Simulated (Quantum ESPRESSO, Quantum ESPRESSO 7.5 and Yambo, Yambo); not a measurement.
**BeTe (F-43m): G0W0 with Yambo, start to end**

Wanted: ground state, empty states, screening and self-energy for BeTe (F-43m).

Calculated with Quantum ESPRESSO 7.5 and Yambo 5.3.0; PBE and many-body steps on it, plane waves.

**What was measured.**

- Gap 2.7 eV: absolute (indirect, Gamma to X) gap; bulk crystal (quoted from earlier experiment) (quoted in “The band structure of BeTe - a combined experimental and theoretical study”, 1997, arxiv:cond-mat/9712266).

- Gap 2.8 eV: absolute (indirect, Gamma to X) gap, second literature value; film (quoted from earlier experiment) (quoted in “The band structure of BeTe - a combined experimental and theoretical study”, 1997, arxiv:cond-mat/9712266).

Report form: the programs' logs are mostly left out.

### Step 1. Starting point

It takes space group F-43m (No. 216, cubic). The conventional cell has a = 5.663 Å, b = 5.663 Å, c = 5.663 Å, α = 90.00°, β = 90.00°, γ = 90.00°. Be has 4 Te at 2.45 Å nearest. Nearest to Te lie 4 Be at 2.45 Å. Farther neighbours and most contacts between anions are not listed.

The cell and positions are those that the Materials Project relaxed with its own functionals (PBE, PBE+U or r2SCAN), kept fixed. Spin-orbit coupling is left out unless a step names it.

### Step 2. Ground state

This step: Quantum ESPRESSO 7.5; DFT, PBE, plane waves, norm-conserving pseudopotentials.

The ground-state density comes first.

Input file pw.in:

```
&control
  calculation = 'scf'
  prefix = 'x'
  outdir = 'o'
  pseudo_dir = 'pseudo'
/
&system
  ibrav = 0
  nat = 2
  ntyp = 2
  ecutwfc = 88.0
  nbnd = 19
  force_symmorphic = .true.
/
&electrons
  conv_thr = 1e-10
  electron_maxstep = 80
  mixing_beta = 0.5
/
ATOMIC_SPECIES
  Be 9.012 Be.upf
  Te 127.6 Te.upf
CELL_PARAMETERS angstrom
  -0.0000000000 2.8314587876 2.8314587876
  2.8314587876 0.0000000000 2.8314587876
  2.8314587876 2.8314587876 0.0000000000
ATOMIC_POSITIONS crystal
  Be 0.0000000000 0.0000000000 0.0000000000
  Te 0.7500000000 0.7500000000 0.7500000000
K_POINTS automatic
  6 6 6 0 0 0
```

The run is started by

```console
$ OMP_NUM_THREADS=1 mpirun -n 4 pw.x -nk 4 -in pw.in > pw.out
```

Wall time 5.5 s (4 MPI ranks of Arm Neoverse V2, shared host); peak memory 0.27 GiB.

Numbers from this step:

```
total energy               : -8013.1641 eV
gap                        : 2.027 eV
k of the valence top       : 0, 0, 0
k of the conduction bottom : 0, -0.5, -0.5
least direct gap           : 3.645 eV
```

The gap is indirect, with the least direct gap 1.62 eV higher.

### Step 3. Bands along the symmetry lines

The cheap functional maps the bands first; the places of the edges decide which points the dearer methods must see.

Input file pw.in:

```
&control
  calculation = 'bands'
  prefix = 'x'
  outdir = 'o'
  pseudo_dir = 'pseudo'
/
&system
  ibrav = 0
  nat = 2
  ntyp = 2
  ecutwfc = 88.0
  nbnd = 20
  force_symmorphic = .true.
/
&electrons
  conv_thr = 1e-9
  electron_maxstep = 80
  diago_full_acc = .true.
  diago_thr_init = 5e-6
/
ATOMIC_SPECIES
  Be 9.012 Be.upf
  Te 127.6 Te.upf
CELL_PARAMETERS angstrom
  -0.0000000000 2.8314587876 2.8314587876
  2.8314587876 0.0000000000 2.8314587876
  2.8314587876 2.8314587876 0.0000000000
ATOMIC_POSITIONS crystal
  Be 0.0000000000 0.0000000000 0.0000000000
  Te 0.7500000000 0.7500000000 0.7500000000
K_POINTS crystal
  50
  0.00000000 0.00000000 0.00000000 1
  -0.06250000 -0.06250000 0.00000000 1
  -0.12500000 -0.12500000 0.00000000 1
  -0.18750000 -0.18750000 0.00000000 1
  -0.25000000 -0.25000000 0.00000000 1
  -0.31250000 -0.31250000 0.00000000 1
  -0.37500000 -0.37500000 0.00000000 1
  -0.43750000 -0.43750000 0.00000000 1
  -0.50000000 -0.50000000 0.00000000 1
  -0.48437500 -0.48437500 0.03125000 1
  -0.46875000 -0.46875000 0.06250000 1
  -0.45312500 -0.45312500 0.09375000 1
  -0.43750000 -0.43750000 0.12500000 1
  -0.42187500 -0.42187500 0.15625000 1
  -0.40625000 -0.40625000 0.18750000 1
  -0.39062500 -0.39062500 0.21875000 1
  -0.37500000 -0.37500000 0.25000000 1
  -0.37500000 0.00000000 0.37500000 1
  -0.32812500 0.00000000 0.32812500 1
  -0.28125000 0.00000000 0.28125000 1
  -0.23437500 0.00000000 0.23437500 1
  -0.18750000 0.00000000 0.18750000 1
  -0.14062500 0.00000000 0.14062500 1
  -0.09375000 0.00000000 0.09375000 1
  -0.04687500 0.00000000 0.04687500 1
  0.00000000 0.00000000 0.00000000 1
  0.00000000 0.00000000 0.06250000 1
  0.00000000 0.00000000 0.12500000 1
  0.00000000 0.00000000 0.18750000 1
  0.00000000 0.00000000 0.25000000 1
  0.00000000 0.00000000 0.31250000 1
  0.00000000 0.00000000 0.37500000 1
  0.00000000 0.00000000 0.43750000 1
  -0.00000000 -0.00000000 0.50000000 1
  -0.06250000 -0.03125000 0.46875000 1
  -0.12500000 -0.06250000 0.43750000 1
  -0.18750000 -0.09375000 0.40625000 1
  -0.25000000 -0.12500000 0.37500000 1
  -0.31250000 -0.15625000 0.34375000 1
  -0.37500000 -0.18750000 0.31250000 1
  -0.43750000 -0.21875000 0.28125000 1
  -0.50000000 -0.25000000 0.25000000 1
  -0.50000000 -0.28125000 0.21875000 1
  -0.50000000 -0.31250000 0.18750000 1
  -0.50000000 -0.34375000 0.15625000 1
  -0.50000000 -0.37500000 0.12500000 1
  -0.50000000 -0.40625000 0.09375000 1
  -0.50000000 -0.43750000 0.06250000 1
  -0.50000000 -0.46875000 0.03125000 1
  -0.50000000 -0.50000000 0.00000000 1
```

Wall time 4.5 s (4 MPI ranks); peak memory 0.24 GiB; 18 s of CPU time.

Numbers from this step:

```
gap                        : 2.027 eV
k of the valence top       : 0, 0, 0
k of the conduction bottom : -0.5, -0.5, 0
least direct gap           : 3.645 eV
```

The gap is 2.027 eV, as in the run before at this level.

Electronic bands along the path, in eV, zero at the top of the highest filled band:

```csv
point,band 11,band 12,band 13,band 14,band 15,band 16,band 17,band 18
Γ,-12.19,0.00,0.00,0.00,3.64,3.64,3.64,3.71
halfway,-11.47,-2.86,-1.63,-1.63,2.65,4.41,6.43,6.43
X,-10.42,-5.02,-2.58,-2.58,2.03,2.71,9.65,9.65
halfway,-10.41,-4.92,-3.06,-2.47,2.35,3.37,9.06,9.11
U,-10.44,-4.67,-3.78,-2.17,2.75,5.28,7.86,8.13
jump to K,-10.44,-4.67,-3.78,-2.17,2.75,5.28,7.86,8.13
halfway,-11.41,-3.47,-2.20,-0.65,4.05,4.68,5.21,6.25
Γ,-12.19,0.00,0.00,0.00,3.64,3.64,3.64,3.71
halfway,-11.65,-3.26,-0.65,-0.65,3.29,4.51,4.51,6.96
L,-10.89,-5.43,-1.10,-1.10,3.05,4.62,4.62,7.84
halfway,-10.66,-5.01,-2.83,-1.85,4.21,4.41,6.65,7.73
W,-10.39,-4.50,-3.60,-3.12,5.30,5.54,5.60,6.15
halfway,-10.40,-4.82,-3.05,-2.87,3.05,3.67,8.22,8.40
X,-10.42,-5.02,-2.58,-2.58,2.03,2.71,9.65,9.65
```

### Step 4. Empty states on the mesh, 4×4×4 mesh, 180 bands

The sums over transitions need many empty states on a uniform mesh; this step solves for them.

Input file pw.in:

```
&control
  calculation = 'nscf'
  prefix = 'x'
  outdir = 'o'
  pseudo_dir = 'pseudo'
/
&system
  ibrav = 0
  nat = 2
  ntyp = 2
  ecutwfc = 88.0
  nbnd = 180
  force_symmorphic = .true.
/
&electrons
  conv_thr = 1e-9
  electron_maxstep = 80
  diago_full_acc = .true.
  diago_thr_init = 5e-6
/
ATOMIC_SPECIES
  Be 9.012 Be.upf
  Te 127.6 Te.upf
CELL_PARAMETERS angstrom
  -0.0000000000 2.8314587876 2.8314587876
  2.8314587876 0.0000000000 2.8314587876
  2.8314587876 2.8314587876 0.0000000000
ATOMIC_POSITIONS crystal
  Be 0.0000000000 0.0000000000 0.0000000000
  Te 0.7500000000 0.7500000000 0.7500000000
K_POINTS automatic
  4 4 4 0 0 0
```

The job ended after 14 s (4 MPI ranks; peak memory 0.46 GiB; 55 s of CPU time).

This step gave:

| Item | Value |
| --- | --- |
| gap | 2.027 eV |
| k of the valence top | 0, 0, 0 |
| k of the conduction bottom | 0, -0.5, -0.5 |
| least direct gap | 3.645 eV |
| k points computed | 8 |
| lowest point of the top converged band, above the valence top | 120.9357 eV |

On this mesh the gap is 2.027 eV.

### Step 5. Conversion and set-up

This step: Yambo 5.3.0; conversion and set-up on PBE, plane waves, norm-conserving pseudopotentials.

The states are converted to the many-body program's format and the q mesh is built.

The run is started by

```console
$ (cd o/x.save; p2y > p2y.log; mv SAVE ../..); yambo > setup.log
```

The job ended after 2.2 s (1 MPI rank; peak memory 0.25 GiB).

### Step 6. Screening and self-energy, 4×4×4 mesh, 180 bands, screening to 231.3 eV

Now the one-shot GW correction: screening in the RPA, then the self-energy of the levels asked for.

This step: G0W0 on PBE, plane waves, norm-conserving pseudopotentials.

Input file gw1.in:

```
HF_and_locXC
gw0
dyson
ppa
em1d
rim_cut
RandQpts= 1000000
RandGvec= 1 RL
EXXRLvcs= 88 Ry
VXCRLvcs= 352 Ry
Chimod= "HARTREE"
% BndsRnXp
 1 | 180 |
%
NGsBlkXp= 17 Ry
% LongDrXp
 1 | 1 | 1 |
%
% GbndRnge
 1 | 180 |
%
DysSolver= "n"
ExtendOut
PPAPntXp= 27.21138 eV
% QPkrange
 1 | 1 | 13 | 16 |
 7 | 7 | 13 | 16 |
%
```

The run is started by

```console
$ OMP_NUM_THREADS=1 mpirun -n 4 yambo -F gw1.in -J gw1 -C gw1 > gw1.log
```

Run time: 3.6 min. Hardware: 4 MPI ranks; peak memory 1.8 GiB.

This step gave:

```
G0W0 gap on the points computed              : 2.868 eV
starting gap on the mesh                     : 2.027 eV
k of the valence top                         : 0, 0, 0
k of the conduction bottom                   : 0, -0.5, -0.5
least direct G0W0 gap on the computed points : 4.727 eV
Z at the valence top                         : 0.8047
Z at the conduction bottom                   : 0.8172
```

The gap on the mesh goes from 2.03 eV to 2.87 eV, a correction of +0.84 eV.

Limits: finite bands, cutoff and mesh; no spin-orbit coupling; coarse k mesh. v1 is the top filled band, c1 the lowest empty one. Levels before and after the correction, in eV, zero at the valence-band top of each column:

```csv
,conduction bottom,valence top
Kohn-Sham,2.03,0.00
G0W0,2.87,0.00
```

```csv
,level,energy (eV)
Kohn-Sham,Γ v2-v1,0.000
Kohn-Sham,Γ c1-c2,3.645
Kohn-Sham,(0 -0.5 -0.5) v2-v1,-2.578
Kohn-Sham,(0 -0.5 -0.5) c1,2.027
Kohn-Sham,(0 -0.5 -0.5) c2,2.711
G0W0,Γ v2-v1,0.000
G0W0,Γ c1-c2,4.727
G0W0,(0 -0.5 -0.5) v2-v1,-2.738
G0W0,(0 -0.5 -0.5) c1,2.868
G0W0,(0 -0.5 -0.5) c2,3.637
```

### Step 7. Where the time went

Times are wall times on the hardware named with each run, good to a factor of about two.

```csv
step,time,share,memory (GiB)
ground state,5.5 s,2 %,0.27
bands along the symmetry lines,4.5 s,2 %,0.24
empty states on the mesh,14 s,6 %,0.46
conversion and set-up,2.2 s,1 %,0.25
screening and self-energy,3.6 min,89 %,1.8
```

### Step 8. What came out

| Property | Result |
| --- | --- |
| PBE gap | 2.03 eV, indirect |
| G0W0 gap on the mesh | 2.87 eV |
| GW settings | 4×4×4 mesh, 180 bands, screening to 231.3 eV, Godby-Needs plasmon pole |
| known limits | not at the basis limit; no spin-orbit coupling; coarse k mesh |

What this shows: G0W0 moves the gap on the mesh from 2.03 eV to 2.87 eV (+0.84 eV), with Z of 0.80 and 0.82 at the edges. Only 2 of the mesh's irreducible points were corrected, so a valley elsewhere could overtake. The dearest step here is «screening and self-energy». Against experiment, by G0W0@PBE: the gap of 2.87 eV lies +0.17 eV from the measured 2.7 eV (indirect, quoted 1997); the gap of 2.87 eV lies +0.07 eV from the measured 2.8 eV (indirect, quoted 1997). The calculation has static nuclei and no excitons; a measured gap holds zero-point and thermal motion, which mostly lowers it. With atoms this heavy the missing spin-orbit coupling can matter too. Bands and cutoff are finite, so the gap is not at the basis limit. The miss can reach some tenths of an eV and take either sign; the mesh is an error of its own. In the G0W0 run levels were corrected at 2 k points alone, so a gap called «on the mesh» is the least over those, and an edge elsewhere would be missed. The 4×4×4 mesh is coarse for this cell, which bears on the long-range parts of exchange and screening.

[Paths, hosts, dates, memory and timing lines, banners, echoed tables and standing remarks are left out of the program output.]

[Logs are printed without paths, hosts, clocks, repeated set-up lines and the standing remarks that a program may print on its own settings, such as how far it seeks lower states.]

[Runs of the session that timed out or met a known fault of the program may be left out.]

[Hosts, paths, dates, database ids (printed as entryN), source tags and the programs' standing remarks are cut or masked in the printed files.]
